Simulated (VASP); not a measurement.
# GaAs: relaxation of the cell

GaAs, F-43m (no. 216), 2 atoms in the cell. PBE; PAW potentials As, Ga (PBE set).

## Input

INCAR:
```
PREC     = Accurate       # precision mode
ENCUT    = 600            # plane-wave cutoff, eV
EDIFF    = 1E-7           # SCF threshold, eV
ISMEAR   = 0              # smearing method
SIGMA    = 0.02           # smearing width, eV
LREAL    = F              # projectors in reciprocal space
LASPH    = T              # aspherical terms in the spheres
ALGO     = Normal         # electronic algorithm
NELM     = 100            # most SCF steps
ISIF     = 3              # what is computed and relaxed
LWAVE    = F              # write WAVECAR
LCHARG   = F              # write CHGCAR
IBRION   = 2              # ionic algorithm
NSW      = 30             # ionic steps
EDIFFG   = -0.005         # ionic threshold
```

KPOINTS:
```
k-points
0
Gamma
  8 8 8
```

POSCAR:
```
GaAs
1.0
    0.0000000000      2.8268500000      2.8268500000
    2.8268500000      0.0000000000      2.8268500000
    2.8268500000      2.8268500000      0.0000000000
As Ga
1 1
Direct
    0.7500000000      0.7500000000      0.7500000000
    0.0000000000      0.0000000000      0.0000000000
```

Commands:
```
cat potpaw_PBE.64/As/POTCAR potpaw_PBE.64/Ga/POTCAR > POTCAR
mpirun -np 1 vasp_std > vasp.out
```

## Result

- Volume (A^3): 47.807
- Pressure left (GPa): 0.00
- Ionic steps: 3
- SCF steps in all: 29

Ionic steps:

| Step | Energy (eV) | Volume (A^3/atom) | Pressure (GPa) | SCF steps |
|---|---|---|---|---|
| 1 | -8.25243 | 22.5896 | 4.03 | 13 |
| 2 | -8.27825 | 24.4987 | -1.36 | 9 |
| 3 | -8.28366 | 23.9037 | -0.00 | 7 |

VASP 6.6.1 took 27 s on 1 core (Intel Xeon Platinum 8488C (Sapphire Rapids)), a shared host.
